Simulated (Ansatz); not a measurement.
Wanted: an ASE script for an Ansatz 0.2.0 run.

| Property | Result |
| --- | --- |
| Task | relaxation of cell and atoms |
| Functional | PBE |
| Dispersion | D3(BJ)+ATM |
| Potentials or basis | Ansatz NC |
| Cutoff | 1116 eV |
| Density cutoff | 4463 eV |
| k mesh | 9 × 9 × 9 |
| Occupations | cold, width 0.1 eV |
| Spin | collinear spin, program default start |
| Driver | calculator |
| Optimizer | BFGS |
| Fmax | 0.01 |
| Steps | 30 |
| Filter | FrechetCellFilter |

The structure of Nb lies in Nb.cif:

```cif
data_Nb
_cell_length_a 2.88204594
_cell_length_b 2.88204594
_cell_length_c 2.88204594
_cell_angle_alpha 109.47122063
_cell_angle_beta 109.47122063
_cell_angle_gamma 109.47122063
_space_group_name_H-M_alt 'P1'
_space_group_name_Hall 'P 1'
_space_group_IT_number 1
loop_
_space_group_symop_operation_xyz
'x,y,z'
loop_
_atom_site_label
_atom_site_type_symbol
_atom_site_symmetry_multiplicity
_atom_site_Wyckoff_symbol
_atom_site_fract_x
_atom_site_fract_y
_atom_site_fract_z
_atom_site_occupancy
Nb1 Nb 1 a 0.0000000000 0.0000000000 0.0000000000 1
```

The input as run:

run.py

```python
import json

import ase.io
import numpy as np
from ase.calculators.calculator import CalculationFailed, Calculator
from ase.stress import full_3x3_to_voigt_6_stress
from ase.units import GPa
from ase.optimize import BFGS
from ase.filters import FrechetCellFilter

import ansatz as az

class AnsatzCalculator(Calculator):
    implemented_properties = ["energy", "free_energy", "forces", "stress", "magmom"]

    def calculate(self, atoms, properties, system_changes):
        super().calculate(atoms, properties, system_changes)
        structure = atoms.copy()
        structure.set_constraint()
        structure.set_momenta(None)
        structure.set_masses(None)
        outcome = (
            az.Crystal.from_ase(structure)
            .calculation()
            .basis(xc_grid=2)
            .kpoints(9, 9, 9)
            .functional("pbe", dispersion="d3bjatm")
            .pseudopotentials(kind="nc")
            .spin("collinear")
            .scf(tolerance=2e-10)
            .occupations(method="cold", width=0.1)
            .forces()
            .stress()
            .run(threads=2)
        )
        if not outcome.report["converged"]:
            raise CalculationFailed("SCF not converged")
        report = outcome.report
        self.results = {
            "free_energy": report["lagrangian_ev"],
            "energy": report["lagrangian_ev"],
            "forces": np.array(report["forces_ev_ang"]),
            "stress": -GPa * full_3x3_to_voigt_6_stress(report["stress_gpa"]),
            "magmom": report["magnetization_mub"],
        }

np.set_printoptions(precision=5, suppress=True, linewidth=110)
atoms = ase.io.read("Nb.cif")
atoms.info.pop("occupancy", None)
atoms.calc = AnsatzCalculator()
BFGS(FrechetCellFilter(atoms)).run(fmax=0.01, steps=30)
print(f"final energy {atoms.get_potential_energy():.6f} eV, volume {atoms.get_volume() / len(atoms):.4f} A^3/atom")
print("stress (GPa)", atoms.get_stress() / GPa)
print("cell (A)", atoms.cell[:], "scaled positions", atoms.get_scaled_positions(wrap=False), sep="\n")
```

Potentials or basis: Ansatz NC.

Command:

```sh
$ python run.py
```

Results of the run:

```json
{
 "Relaxed volume": "17.51 Å³/atom",
 "Relaxed cell": "a = 2.833 Å, b = 2.833 Å, c = 2.833 Å, α = 109.47°, β = 109.47°, γ = 109.47°",
 "Space group after relaxing (to 0.05 Å)": "Im-3m (No. 229)",
 "Energy gained by relaxing": "25.2 meV/atom",
 "Ionic steps": "4",
 "Pressure after relaxing": "0.0 GPa",
 "Net moment": "0.00 μB per cell",
 "Absolute moment": "0.00 μB per cell"
}
```

Caveat: the thresholds are loose for stress.

Wall time 8.3 s on 2 threads of Arm Neoverse V1, on a shared host, peak memory 0.41 GiB.
